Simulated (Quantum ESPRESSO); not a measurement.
Ti2C in Quantum ESPRESSO: convergence with k mesh

Input of the first run (k mesh 2 × 2 × 2); the others differ in this setting and in those tied to it:

File pw.in:

```
&CONTROL
  calculation = 'scf'
  prefix = 'pwscf'
  outdir = './tmp'
  pseudo_dir = './pseudo'
  tprnfor = .true.
  tstress = .true.
  disk_io = 'nowf'
/
&SYSTEM
  ibrav = 0
  nat = 3
  ntyp = 2
  ecutwfc = 84
  nbnd = 21
  occupations = 'smearing'
  smearing = 'fd'
  degauss = 0.00999582
/
&ELECTRONS
  conv_thr = 6d-10
  electron_maxstep = 120
  mixing_beta = 0.5
/
ATOMIC_SPECIES
Ti    47.8670 Ti.upf
C     12.0110 C.upf
CELL_PARAMETERS angstrom
   1.5406981810    0.8895225095    4.8137698526
  -1.5406981810    0.8895225095    4.8137698526
   0.0000000000   -1.7790450191    4.8137698526
ATOMIC_POSITIONS crystal
Ti     0.7545021700    0.7545021700    0.7545021700
Ti     0.2454978300    0.2454978300    0.2454978300
C      0.5000000000    0.5000000000    0.5000000000
K_POINTS automatic
2 2 2 0 0 0
```

Potentials or basis: PseudoDojo 0.4.1 SR PBEsol standard.

Command:

```console
$ OMP_NUM_THREADS=1 pw.x -in pw.in > pw.out
```

The cell comes from a database or a generator and needn't be the stable form of this composition.

Hardware: 1 thread of Arm Neoverse V1, on a shared host.

Q: The values tried are 2 × 2 × 2, 3 × 3 × 3, 4 × 4 × 4, 6 × 6 × 6, 8 × 8 × 8, 9 × 9 × 9, 10 × 10 × 10, 12 × 12 × 12, 14 × 14 × 14, loosest first. From which on does the largest force stay within 0.005 eV/Å of the tightest run that finished?

A: From 8 × 8 × 8 on.

```csv
k mesh,"energy less the tightest run, at zero smearing (meV/atom)",pressure (GPa),largest force (eV/Å),SCF cycles,CPU time (s),peak memory (GiB)
2 × 2 × 2,-99.93,-6.80,0.032,16,18,0.08
3 × 3 × 3,-66.14,-5.00,0.174,14,24,0.08
4 × 4 × 4,2.11,-4.36,0.048,13,44,0.09
6 × 6 × 6,2.30,-4.10,0.169,14,120,0.11
8 × 8 × 8,-1.55,-4.20,0.157,15,250,0.15
9 × 9 × 9,-0.37,-4.17,0.154,14,310,0.17
10 × 10 × 10,0.00,-4.16,0.158,15,430,0.21
12 × 12 × 12,timed out after 700 s,-,-,-,-,-
14 × 14 × 14,timed out after 700 s,-,-,-,-,-
```

Against the tightest run, the energy stays within 1 meV/atom from 9 × 9 × 9 on; the pressure stays within 0.1 GPa from 6 × 6 × 6 on. Meshes of other sizes hit other points, so gaps and Fermi surfaces needn't settle smoothly. The tightest run that finished is the yardstick and may itself not be fully converged.
